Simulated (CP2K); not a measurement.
# TiB2 under changes of volume

One of the cells (8.552 Å³/atom); the others are scaled copies at fixed shape and fractional positions:

```
Ti B
1.0
     3.02920    0.00000    0.00000
    -1.51460    2.62336    0.00000
     0.00000    0.00000    3.22840
Ti B
1 2
Direct
  0.00000 0.00000 0.00000
  0.66667 0.33333 0.50000
  0.33333 0.66667 0.50000
```

```yaml
Program: CP2K 2026.2
Functional: PBEsol
Potentials_or_basis: POTENTIAL_UZH Ti GTH-PBE-q12, B GTH-PBE-q3; TZVP-MOLOPT-PBE-GTH basis
Density_cutoff: 6123 eV
k_mesh: 10 × 10 × 8
Occupations: fermi-dirac, width 0.05 eV
Spin: no spin polarisation
```

| volume (Å³/atom) | energy over the lowest point (meV/atom) | pressure (GPa) |
| --- | --- | --- |
| 8.039 | ? | ? |
| 8.210 | 4.39 | 7.0 |
| 8.381 | 0.00 | 1.3 |
| 8.552 | 1.49 | -4.0 |
| 8.723 | 8.30 | -8.7 |
| 8.894 | 19.91 | -13.0 |
| 9.065 | 35.90 | -16.9 |

Q: What does the run at 8.039 Å³/atom give?

A: Energy over the lowest point 15.25 meV/atom; pressure 13.4 GPa.

Worked out: A Birch-Murnaghan fit of order 3 (a polynomial in V^(-2/3)) to the other rows has its minimum at 8.42 Å³/atom with B0 = V·E''(V) = 265 GPa and B' = 3.9 at fixed shape and positions, which overstates the stiffness. It gives 15.27 meV/atom at 8.039 Å³/atom, against the run's 15.25, and -dE/dV = 13.4 GPa, against 13.4.

Energies are extrapolated to zero smearing.

Caveats: the potentials were made for another functional, which shifts forces and pressure; the basis of atomic orbitals isn't converged, which shifts pressures, moduli and gaps.
